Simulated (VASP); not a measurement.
Write the native input for VASP 6.6.1 that does the following.

```yaml
Task: relaxation of cell and atoms
Functional: r2SCAN
Dispersion: rVV10
Potentials_or_basis: VASP PAW PBE potentials, release 64 (Sn_d, S)
Cutoff: 600 eV
k_mesh: 9 × 9 × 5
Occupations: gaussian, width 0.03 eV
Spin: no spin polarisation
Further_INCAR_settings: ALGO = Normal; EDIFF = 1e-06; IBRION = 2; EDIFFG = -0.01; NSW = 90; ISIF = 3
```

The structure of SnS2 lies in POSCAR:

```
SnS2
1.0
    3.6390000000      0.0000000000      0.0000000000
   -1.8195000000      3.1514664400      0.0000000000
    0.0000000000      0.0000000000      5.8680000000
Sn S
1 2
Direct
    0.0000000000      0.0000000000      0.0000000000
    0.3333333300      0.6666666700      0.2500000000
    0.6666666700      0.3333333300      0.7500000000
```

One way to write it, as run:

INCAR

```
SYSTEM = SnS2
  PREC = Accurate
  ENCUT = 600
  EDIFF = 1E-6
  ISMEAR = 0
  SIGMA = 0.03
  LREAL = .False.
  LASPH = .True.
  NELM = 80
  ALGO = Normal
  ISIF = 3
  LWAVE = .False.
  LCHARG = .False.
  METAGGA = R2SCAN
  LMIXTAU = .True.
  LUSE_VDW = .True.
  IVDW_NL = 2
  BPARAM = 11.95
  CPARAM = 0.0093
  IBRION = 2
  NSW = 90
  EDIFFG = -0.01
```

KPOINTS

```
regular mesh
0
Gamma
  9 9 5
  0 0 0
```

Potentials or basis: VASP PAW PBE potentials, release 64 (Sn_d, S).

Launch:

```bash
$ cat potpaw_PBE.64/Sn_d/POTCAR potpaw_PBE.64/S/POTCAR > POTCAR
$ mpirun -np 1 vasp_std > vasp.out
```

Results of the run:

- Relaxed volume: 23.12 Å³/atom
- Relaxed cell: a = 3.661 Å, b = 3.661 Å, c = 5.977 Å, α = 90.00°, β = 90.00°, γ = 120.00°
- Space group after relaxing (to 0.05 Å): P-3m1 (No. 164)
- Energy gained by relaxing: 1.9 meV/atom
- Ionic steps: 8
- Pressure after relaxing: 0.0 GPa
- Largest force after relaxing: 0.006 eV/Å
- Band gap on the k mesh: 1.80 eV, indirect (least direct gap 2.22 eV)

Caveat: the PAW data sets were made with another functional, which shifts forces and pressure a little; spin-orbit coupling is left out, which moves the levels of the heavy elements; an odd mesh through Γ misses points on the zone boundary, where band edges often lie.

Run time: 18 min on 1 thread of Intel(R) Xeon(R) 6975P-C (Granite Rapids) (shared host), peak memory 0.41 GiB.
